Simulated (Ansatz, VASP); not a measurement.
Mg, level by level in two programs

```
Mg
1.0
     3.25153    0.00000    0.00000
    -1.62577    2.81591    0.00000
     0.00000    0.00000    5.27886
Mg
2
Direct
  0.66667 0.33333 0.75000
  0.33333 0.66667 0.25000
```

Change from the starting cell: volume scaled by 1.04.

Single points on this cell with VASP 6.6.1 and Ansatz 0.2.0. Each row is one pair of runs. Alike in all rows: spin: off; k mesh: 10 × 10 × 5; smearing: fermi-dirac, width 0.05 eV; VASP's potentials, cutoff: VASP PAW PBE potentials, release 64 (Mg), 520 eV.

| level | Ansatz's potentials, cutoff | gap on the k mesh at the Fermi level (eV), VASP | gap on the k mesh at the Fermi level (eV), Ansatz | pressure (GPa), VASP | pressure (GPa), Ansatz | largest component of the traceless stress (GPa), VASP | largest component of the traceless stress (GPa), Ansatz |
| --- | --- | --- | --- | --- | --- | --- | --- |
| PBE | Ansatz PAW, 420 eV | none | none | -1.7 | -1.6 | 0.82 | 0.82 |
| PBE | JTH PAW, 900 eV | none | ? | -1.7 | ? | 0.82 | ? |
| PBE | SPMS NC, 762 eV | none | none | -1.7 | -1.6 | 0.82 | 0.83 |
| PBE | Ansatz PAW earlier set, 620 eV | none | none | -1.7 | -1.6 | 0.82 | 0.82 |

**Question.** Fill in what Ansatz gave in row 2.

**Answer.** gap on the k mesh at the Fermi level (eV): none; pressure (GPa): -1.6; largest component of the traceless stress (GPa): 0.82.

A gap of «none» marks a metal or a gap that the smearing closes.
